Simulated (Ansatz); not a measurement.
Base system: ZnTe in the zinc blende structure (space group F-43m, No. 216).

```
ZnTe
1.0
    0.00000     3.03285     3.03285
    3.03285     0.00000     3.03285
    3.03285     3.03285     0.00000
Te Zn
1 1
Direct
  0.75000   0.75000   0.75000
  0.00000   0.00000   0.00000
```

Level of theory: PBEsol in Ansatz (plane waves to 420 eV, PAW, no SOC).

Before the change:

- Hole mass = 0.084, 0.44, 0.44 mₑ (at Γ)

Perturbation: an isotropic linear strain of +0.78 %, atoms relaxed at fixed cell.

Question: What does the calculation give for the hole mass after the change?

Answer: The hole mass (degenerate bands, along [100]) becomes 0.078, 0.45, 0.45 mₑ (at Γ) (base: 0.084, 0.44, 0.44 mₑ (at Γ)).

Question: What does the calculation give for the mean gap deformation potential ΔEg/Δln V after the change?

Answer: The mean gap deformation potential ΔEg/Δln V is -4.7 eV.

With Te present, leaving out spin-orbit coupling can change the band edges. Masses are band curvatures over ±0.01 Å⁻¹ around the edge. No phonon test of stability was made.

Ansatz is a program for electronic structure.
